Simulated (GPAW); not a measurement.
MnS:

```
CELL_PARAMETERS angstrom
0.00000 2.60450 2.60450
2.60450 0.00000 2.60450
2.60450 2.60450 0.00000
ATOMIC_POSITIONS crystal
Mn 0.00000 0.00000 0.00000
S 0.50000 0.50000 0.50000
```

Base run:

* Program: GPAW 26.7.0
* Functional: LDA
* Potentials or basis: the program's PAW data sets (release 1.2.1) made for this functional
* Cutoff: 450 eV
* Basis: pw
* k mesh: 7 × 7 × 7
* Occupations: fermi-dirac, width 0.05 eV
* Spin: collinear spin, ferromagnetic start
* Starting moments: [5.0, 0.0] μB

Its results: band gap on the k mesh none (metal or under the smearing width); pressure -11.6 GPa; net moment 4.56 μB per cell; site moments Mn +4.02; S +0.10 μB.

Task: The run is repeated on the same cell with these changes: functional from LDA to PBE; potentials or basis from the program's PAW data sets (release 1.2.1) made for this functional to GPAW PAW data sets (gpaw-data 1.2.1). What comes out?

Result: Band gap on the k mesh none (metal or under the smearing width); pressure -3.5 GPa; net moment 4.67 μB per cell; site moments Mn +4.14; S +0.10 μB.

Caveats: the cutoff is short for stress and forces, so pressures can be off by a GPa or more; a cell with one magnetic atom can't hold antiferromagnetic order, which such compounds often take; semilocal functionals often make such compounds metallic where correlation or magnetic order opens a gap, which also shifts bond lengths.
